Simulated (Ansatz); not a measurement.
NiAs-type GdN

Level of theory: DFT, PBE, scalar-relativistic, collinear spin; plane waves to 420 eV with PAW datasets (Ansatz 0.2.0), 10×10×8 k-mesh, Gaussian smearing of 0.05 eV; PAW files: Ansatz's generated set soft_2.

```yaml
crystal:
  lattice:
    - [3.46300, 0.00000, 0.00000]
    - [-1.73150, 2.99905, 0.00000]
    - [0.00000, 0.00000, 6.07781]
  atoms:
    - { symbol: Gd, position: [0.00000, 0.00000, 0.00000] }
    - { symbol: Gd, position: [0.00000, 0.00000, 0.50000] }
    - { symbol: N, position: [0.33333, 0.66667, 0.25000] }
    - { symbol: N, position: [0.66667, 0.33333, 0.75000] }
```

The start was a prototype's sites filled with these elements. The Crystallography Open Database lists the compound in space group Fm-3m (rock salt), so this is a trial structure.

Magnetic state: ferromagnetic, site spin moments Gd 6.85; N -0.05 μB.

The run above is the reference. The same cell was run again with other input settings; several of them aren't fit for production, so the rows show the settings' effect and aren't properties of the material.

```tsv
keys changed	outcome	ΔE (meV/atom)	P (GPa)	gap on the mesh (eV)	cell moment (μB)	largest force component (eV/Å)	SCF iterations	rough core-seconds	new warnings
none (reference)	converged	0.0	0.0	metal	14.00	0.000	–	–	–
kpoints.mp_grid.grid: [10, 10, 8] → [7, 7, 5]; scf.convergence.dr2_threshold: 1e-06; scf.initial_density.chi_scale: 0.1	converged	1.4	0.1	metal	14.00	0.000	9	9	force scf threshold loose; stress scf threshold loose
hamiltonian.hubbard: {"sites": [{"species": "Gd", "l": "f", "u_eff": 6.0}], "double_counting": "amf"}; scf.occupations.width: 0.05 → null; scf.occupations.method: "gaussian" → "tetrahedron"	converged	–	0.0	metal	14.00	0.000	14	40	band table not solved further; filled band counts differ across k points; tetrahedron derivatives may miss energy slope
scf.occupations.method: "gaussian" → "tetrahedron_uncorrected"; scf.occupations.width: 0.05 → null	converged	0.3	0.0	metal	14.00	0.000	16	40	band table not solved further
scf.n_extra_bands: 16	converged	0.0	0.0	metal	14.00	0.000	10	30	–
```

ΔE is the energy with the smearing extrapolated to zero. It is left out where the change alters the Hamiltonian or the spin treatment. The varied runs start from atomic densities (corrected by the program's trained start where that serves), with the default search for lower states unless a row changes it, while the reference went on from a saved state, so a magnet may end in another state whatever the setting.

**Question.** What happens with these changes: hamiltonian.dispersion: "d3bjatm"?

**Answer.** outcome converged, P (GPa) -3.2, gap on the mesh (eV) metal, cell moment (μB) 14.00, largest force component (eV/Å) 0.000, SCF iterations 10, rough core-seconds 26.

**Question.** What happens with these changes: hamiltonian.hubbard: {"sites": [{"species": "Gd", "l": "f", "u_eff": 8.0}], "double_counting": "amf"}?

**Answer.** outcome converged, P (GPa) 0.0, gap on the mesh (eV) metal, cell moment (μB) 14.00, largest force component (eV/Å) 0.000, SCF iterations 14, rough core-seconds 30, new warnings filled band counts differ across k points.

The pair part of a dispersion correction pulls inward (a three-body part mostly pushes out), and in metals and ionic crystals with large ions it often overbinds.

Around-mean-field double counting counts from each spin's mean occupation, so it hardly shifts a half-filled, fully polarised shell: those rows don't show that a U is idle.

2 further runs (cut off, refused for memory, with changed atoms or starts, or in doubt) are left out.

Of the reference: Exchange splits the half-filled 4f shell away from the Fermi level; the metal comes from a small overlap of other bands, which can be the functional's gap error. No spin–orbit coupling, a notable omission for heavy elements. The run wasn't fully tested for a lower electronic state. Site moments are of spin, integrated over atomic spheres.
